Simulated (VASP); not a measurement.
Write the native input for VASP 6.6.1 that does the following.

```yaml
Task: single point
Functional: PBE
Potentials_or_basis: VASP PAW PBE potentials, release 64 (Sb, Ga_d)
Cutoff: 520 eV
k_mesh: 8 × 8 × 8
Occupations: gaussian, width 0.03 eV
Spin: no spin polarisation
Further_INCAR_settings: ALGO = Fast; EDIFF = 1e-06; NBANDS = 16
```

The structure of GaSb lies in POSCAR:

```
GaSb
1.0
    0.0000000000      3.0590000000      3.0590000000
    3.0590000000      0.0000000000      3.0590000000
    3.0590000000      3.0590000000      0.0000000000
Sb Ga
1 1
Direct
    0.7500000000      0.7500000000      0.7500000000
    0.0000000000      0.0000000000      0.0000000000
```

One way to write it, as run:

INCAR

```
SYSTEM = GaSb
PREC = Accurate
ENCUT = 520
EDIFF = 1E-6
ISMEAR = 0
SIGMA = 0.03
LREAL = .FALSE.
LASPH = .TRUE.
NELM = 60
ALGO = Fast
ISIF = 2
LWAVE = .FALSE.
LCHARG = .FALSE.
GGA = PE
NBANDS = 16
```

KPOINTS

```
Automatic mesh
0
G
  8 8 8
  0 0 0
```

Potentials or basis: VASP PAW PBE potentials, release 64 (Sb, Ga_d).

Command:

```sh
$ cat potpaw_PBE.64/Sb/POTCAR potpaw_PBE.64/Ga_d/POTCAR > POTCAR
$ mpirun -np 1 vasp_std > vasp.out
```

Results of the run:

```
Pressure               : 2.4 GPa
Band gap on the k mesh : 0.04 eV, direct
```

Caveat: spin-orbit coupling is left out, which moves the levels of the heavy elements.

It took 21 s on 1 thread of Intel(R) Xeon(R) Platinum 8488C (Sapphire Rapids), with other jobs on the host, peak memory 0.19 GiB.
